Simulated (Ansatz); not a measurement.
The following input was run with Ansatz 0.2.0.

```yaml
crystal:
  lattice:
    - [3.8818494676, 0.0, 0.0]
    - [0.0, 3.8818494676, 0.0]
    - [0.0, 0.0, 3.8818494676]
  atoms:
    - { symbol: K, position: [0.0, 0.0, 0.0] }
    - { symbol: Cl, position: [0.5, 0.5, 0.5] }
basis:
  ecutwfc: 420
kpoints:
  mp_grid: { grid: [6, 6, 6] }
hamiltonian:
  xc: pbe
scf:
  occupations: { method: gaussian, width: 0.02 }
output:
  forces: true
  stress: true
  eigenvalues: true
  populations: true
```

It can be run as
```bash
ansatz run input.yaml --threads 1 --pin off --backend cpu --events-out ev --progress --plain --runs-dir out  # memory cap (--max-ram) not shown
```

The calculation used DFT PBE, scalar-relativistic, plane waves, PAW (Ansatz 0.2.0).

Part of what the program printed, abridged (iterations and final results):

```
SCF iter   1: F=—  HF=-2621.065987 eV  |F-HF|=—  |Δ(HF+E_count)|=         —  Δρ=4.01e-4  dr2=1.39e-4  ethr=1.77e-3  ⟨swp⟩=7.0  Hψ=1606  notcnv=0
SCF iter   2: F=—  HF=-2621.065795 eV  |F-HF|=—  |Δ(HF+E_count)|=   1.92e-4  Δρ=1.14e-4  dr2=6.15e-6  ethr=8.71e-7  ⟨swp⟩=2.5  Hψ=606  notcnv=0
SCF iter   3: F=—  HF=-2621.065795 eV  |F-HF|=—  |Δ(HF+E_count)|=   2.77e-7  Δρ=4.87e-5  dr2=7.75e-7  ethr=3.84e-8  ⟨swp⟩=2.0  Hψ=380  notcnv=0
SCF iter   4: F=—  HF=-2621.065798 eV  |F-HF|=—  |Δ(HF+E_count)|=   2.78e-6  Δρ=2.28e-5  dr2=3.94e-7  ethr=4.84e-9  ⟨swp⟩=2.0  Hψ=380  notcnv=0
SCF iter   5: F=-2621.065798 eV  HF=-2621.065798 eV  |F-HF|=8.97e-9  |Δ(HF+E_count)|=   2.10e-8  Δρ=4.52e-6  dr2=1.63e-8  ethr=2.47e-9  ⟨swp⟩=3.0  Hψ=400  notcnv=0
SCF iter   6: F=-2621.065798 eV  HF=-2621.065798 eV  |F-HF|=5.92e-10  |Δ(HF+E_count)|=   1.07e-9  Δρ=9.61e-7  dr2=7.69e-10  ethr=1.02e-10  ⟨swp⟩=2.0  Hψ=860  notcnv=0
SCF 1 converged in 6 iterations: F = -2621.065798 eV  dr2 = 7.69e-10
SCF converged after 6 iterations
Free energy (F): -2621.065798 eV
Harris-Foulkes:  -2621.065798 eV  (|F-HF|=5.92e-10)
Internal energy: -2621.065798 eV  (E = F + TS)
E sigma→0 (E₀):  -2621.065798 eV
Fermi energy:    4.213020 eV
--- Per-component energies (eV) ---
  E_band       = -124.762441
  E_kinetic    = 415.326777
  E_local      = -775.912253  (includes V_loc(G=0)·N_el)
  E_nonlocal   = 40.953294
  E_hartree    = 254.142039
  E_xc         = -242.961183
  E_vxc        = -287.751186  (∫ρ·V_xc dr)
  E_paw        = -1441.085796  (= ΣΔE_a)
  E_vpaw       = -25.663072  (= ΣTr[D̂ρ^β])
  E_aug_tail   = 0.000086  (compensation charges beyond the density's cutoff)
  E_ewald      = -871.528762
  E_smearing   =  0.000000  (= −TS)
--- Forces (eV/Å), atoms counted from 1 ---
  atom   1  K      0.00000000     0.00000000     0.00000000
  atom   2  Cl     0.00000000     0.00000000     0.00000000
--- Stress (GPa, compression-positive) ---
       -0.617845       0.000000       0.000000
        0.000000      -0.617845       0.000000
        0.000000       0.000000      -0.617845
  P = ⅓ Tr σ = -0.6178 GPa (-6.178 kbar)
--- Band table (eV; the first three rows and the last of 20) ---
  k-point 0: bands = ["-26.2370", "-10.6255", "-9.6298", "-9.6298", "-9.6298", "1.6854", "1.6854", "1.6854", "6.5446", "8.4641", "8.4641", "12.3462"]
  k-point 1: bands = ["-26.2329", "-10.6683", "-9.6232", "-9.6232", "-9.5950", "1.2358", "1.6858", "1.6858", "7.1376", "8.6807", "8.9589", "12.2528"]
  k-point 2: bands = ["-26.2247", "-10.7539", "-9.6099", "-9.6099", "-9.5214", "0.5179", "1.6858", "1.6858", "8.3946", "9.2685", "9.8579", "12.1637"]
  k-point 19: bands = ["-26.1907", "-10.2613", "-9.7822", "-9.7822", "-9.7822", "0.6494", "0.6494", "0.6494", "10.5447", "10.5447", "10.5447", "11.5865"]
--- Löwdin populations: 2 sites ---
  site symbol q [e]
     0      K      8.2365
     1     Cl      7.7051
  spilling = 0.003654 (of n_electrons = 16.000000)
```

The calculation finished and met its thresholds.